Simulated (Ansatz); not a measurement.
Here is an Ansatz 0.2.0 calculation.

The input input.yaml:

```yaml
crystal:
  lattice:
    - [0.0, 2.2239077028, 2.2239077028]
    - [2.2239077028, 0.0, 2.2239077028]
    - [2.2239077028, 2.2239077028, 0.0]
  atoms:
    - { symbol: Mn, position: [0.0, 0.0, 0.0], spin: 4.0 }
    - { symbol: O, position: [0.5, 0.5, 0.5] }
kpoints:
  mp_grid: { grid: [10, 10, 10] }
scf:
  occupations: { method: fermi_dirac, width: 0.05 }
hamiltonian:
  xc: pbesol
  pseudopotentials: { kind: all_electron, lapw: { basis_error: 0.001 } }
  hubbard:
    sites: [{ species: Mn, l: d, u_eff: 4 }]
    double_counting: fll
    projectors: ortho-atomic
magnetization:
  spin_polarized: true
output:
  forces: true
  stress: true
  eigenvalues: true
  dos: { projected: false, de: 0.2, e_range: [-20, 10] }
  hubbard: {}
```

Potentials or basis: all-electron LAPW, scalar-relativistic.

The run is started by

```sh
$ ansatz run input.yaml --threads 2 --pin off --max-ram 6144MiB --backend cpu --events-out ev --progress --plain --runs-dir out
```

Q: Estimate the absolute moment.

A: 5.00 μB per cell.

Q: Predict the pressure.

A: 2.8 GPa.

Q: Predict the net moment.

A: 5.00 μB per cell.

States per cell in windows of 1 eV (zero at the Fermi level; states under -8 eV left out):
| from (eV) | up | down |
| --- | --- | --- |
| -8.0 | 0.61 | 0.00 |
| -7.0 | 1.70 | 0.14 |
| -6.0 | 0.63 | 0.77 |
| -5.0 | 1.51 | 0.71 |
| -4.0 | 1.45 | 1.32 |
| -3.0 | 0.90 | 0.06 |
| -2.0 | 0.70 | 0.00 |
| -1.0 | 0.46 | 0.00 |
| 0.0 | 0.01 | 0.00 |
| 1.0 | 0.03 | 0.07 |
| 2.0 | 0.05 | 0.46 |
| 3.0 | 0.12 | 1.34 |
| 4.0 | 0.22 | 2.79 |
| 5.0 | 0.29 | 0.58 |
| 6.0 | 0.24 | 0.25 |
| 7.0 | 0.17 | 0.30 |

Caveat: the magnetic state may not be the lowest; a cell with one magnetic atom can't hold antiferromagnetic order, which such compounds often take. The state reached can hang on the start; a lower one may exist.
